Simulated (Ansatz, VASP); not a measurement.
## Two plane-wave programs on LiF

File INCAR:

```
PREC = Accurate ; ENCUT = 520
EDIFF = 1E-6 ; ISMEAR = 0
SIGMA = 0.05 ; LREAL = False
LASPH = True ; NELM = 60
ALGO = Fast ; ISIF = 2
LWAVE = False ; LCHARG = False
GGA = PE ; NBANDS = 12
```

KPOINTS

```
Automatic mesh
0
Gamma
  10 10 10
```

Contents of POSCAR:

```
LiF
1.0
    2.5595330000      0.0000000000      0.0000000000
    0.0000000000      2.5595330000      0.0000000000
    0.0000000000      0.0000000000      2.5595330000
Li F
1 1
Direct
    0.0000000000      0.0000000000      0.0000000000
    0.5112784299      0.5112784299      0.5112784299
```

Input for Ansatz:

```yaml
crystal:
  lattice:
    - [2.559533, 0.0, 0.0]
    - [0.0, 2.559533, 0.0]
    - [0.0, 0.0, 2.559533]
  atoms:
    - { symbol: Li, position: [0.0, 0.0, 0.0] }
    - { symbol: F, position: [0.5112784299, 0.5112784299, 0.5112784299] }
basis:
  ecutwfc: 420
kpoints:
  mp_grid: { grid: [10, 10, 10] }
hamiltonian:
  xc: pbe
scf:
  occupations: { method: gaussian, width: 0.05 }
output:
  forces: true
  stress: true
  eigenvalues: true
```

Change from the starting cell: all F atoms moved -0.050 Å, as atom 2 towards its neighbour atom 1 (Li) at 2.217 Å.

Alike in both runs: task single point; functional PBE; k mesh 10 × 10 × 10; occupations gaussian, width 0.05 eV; no spin polarisation.

|  | VASP | Ansatz |
| --- | --- | --- |
| version | VASP 6.6.1 | Ansatz 0.2.0 |
| potentials or method | VASP PAW PBE potentials, release 64 (Li_sv, F) | scalar-relativistic, plane waves, PAW |
| plane-wave cutoff (eV) | 520 | 420 |
| valence electrons in the cell | 10 | 10 |

Ansatz gave:

```
gap on the k mesh at the Fermi level (eV) : 7.50
least direct gap on the mesh (eV)         : 8.17
rms of the force components (eV/Å)        : 0.010
```

Question: Estimate VASP's values.

Answer: gap on the k mesh at the Fermi level (eV): 7.51; least direct gap on the mesh (eV): 8.18; rms of the force components (eV/Å): 0.010.

Atom by atom the forces differ by 0.000 eV/Å (rms over components).

 A k mesh can miss the band edges.
